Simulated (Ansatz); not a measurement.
## What strain does to Cu2O (Pn-3m)

Cu2O (Pn-3m) from a database of computed structures, relaxed with r2SCAN in Ansatz. It is cubic, Pn-3m (No. 224); a = 4.246 Å in the conventional setting, 12.76 Å³ an atom. Around Cu lie 2 O at 1.84 Å; around O lie 4 Cu at 1.84 Å.

The axes x, y and z are those of this cell:
```yaml
crystal:
  lattice:
    - [4.24608, 0.00000, 0.00000]
    - [0.00000, 4.24608, 0.00000]
    - [0.00000, 0.00000, 4.24608]
  atoms:
    - { symbol: Cu, position: [0.25000, 0.25000, 0.75000] }
    - { symbol: Cu, position: [0.75000, 0.25000, 0.25000] }
    - { symbol: Cu, position: [0.25000, 0.75000, 0.25000] }
    - { symbol: Cu, position: [0.75000, 0.75000, 0.75000] }
    - { symbol: O, position: [0.50000, 0.50000, 0.50000] }
    - { symbol: O, position: [0.00000, 0.00000, 0.00000] }
```

Unstrained: PBE gives a direct gap of 0.556 eV at Γ. With r2SCAN the gap is 0.794 eV and direct, at Γ. With HSE06 the gap is 2.033 eV and direct, at Γ. Meshes: PBE 6×6×6, r2SCAN 6×6×6, HSE06 4×4×4. Strains are changes of length per length. After each strain the atoms were relaxed again with r2SCAN within the symmetry that the strain leaves, so tilts or polar shifts that break it weren't tested; points keep the names that they have in the unstrained zone. Spin-unpolarised throughout; all numbers are computed.

Changes of the least gap in eV (an overlap counts as a negative gap):
```csv
strain,volume change (%),space group,PBE,r2SCAN,HSE06,"energy rise, r2SCAN (meV/atom)"
isotropic -4.0 % on every length,-11.5,Pn-3m,+0.159,+0.179,-0.099,84.6
isotropic -3.0 % on every length,-8.7,Pn-3m,+0.230,+0.233,+0.040,45.8
isotropic -2.0 % on every length,-5.9,Pn-3m,+0.148,+0.150,+0.172,19.6
isotropic -1.0 % on every length,-3.0,Pn-3m,+0.071,+0.072,+0.088,4.7
isotropic +1.0 % on every length,+3.0,Pn-3m,-0.066,-0.068,-0.083,4.4
isotropic +2.0 % on every length,+6.1,Pn-3m,-0.127,-0.131,-0.161,17.0
isotropic +3.0 % on every length,+9.3,Pn-3m,-0.184,-0.190,-0.234,36.9
isotropic +4.0 % on every length,+12.5,Pn-3m,-0.236,-0.244,-0.302,63.3
```

Isotropic -4.0 % on every length. HSE06: the gap goes from 2.033 to 1.934 eV (-0.099 eV). Stress change with r2SCAN, compression positive: xx +20.74, yy +20.74, zz +20.74 GPa. For HSE06, dE_g/d ln V = 0.8 eV over this step.

Isotropic -3.0 % on every length. HSE06: the gap goes from 2.033 to 2.073 eV (+0.040 eV). Stress change with r2SCAN, compression positive: xx +14.39, yy +14.39, zz +14.39 GPa. For HSE06, dE_g/d ln V = -0.4 eV over this step.

Isotropic -2.0 % on every length. HSE06: the gap goes from 2.033 to 2.205 eV (+0.172 eV). Stress change with r2SCAN, compression positive: xx +8.88, yy +8.88, zz +8.88 GPa. For HSE06, dE_g/d ln V = -2.8 eV over this step.

Isotropic -1.0 % on every length. HSE06: the gap goes from 2.033 to 2.121 eV (+0.088 eV). Stress change with r2SCAN, compression positive: xx +4.11, yy +4.11, zz +4.11 GPa. For HSE06, dE_g/d ln V = -2.9 eV over this step.

Isotropic +1.0 % on every length. HSE06: the gap goes from 2.033 to 1.950 eV (-0.083 eV). Stress change with r2SCAN, compression positive: xx -3.54, yy -3.54, zz -3.54 GPa. For HSE06, dE_g/d ln V = -2.8 eV over this step.

Isotropic +2.0 % on every length. HSE06: the gap goes from 2.033 to 1.872 eV (-0.161 eV). Stress change with r2SCAN, compression positive: xx -6.57, yy -6.57, zz -6.57 GPa. For HSE06, dE_g/d ln V = -2.7 eV over this step.

Isotropic +3.0 % on every length. HSE06: the gap goes from 2.033 to 1.799 eV (-0.234 eV). Stress change with r2SCAN, compression positive: xx -9.16, yy -9.16, zz -9.16 GPa. For HSE06, dE_g/d ln V = -2.6 eV over this step.

Isotropic +4.0 % on every length. HSE06: the gap goes from 2.033 to 1.731 eV (-0.302 eV). Stress change with r2SCAN, compression positive: xx -11.36, yy -11.36, zz -11.36 GPa. For HSE06, dE_g/d ln V = -2.6 eV over this step.

The meshes of the hybrids are coarse, so their gaps aren't converged to the digits shown.
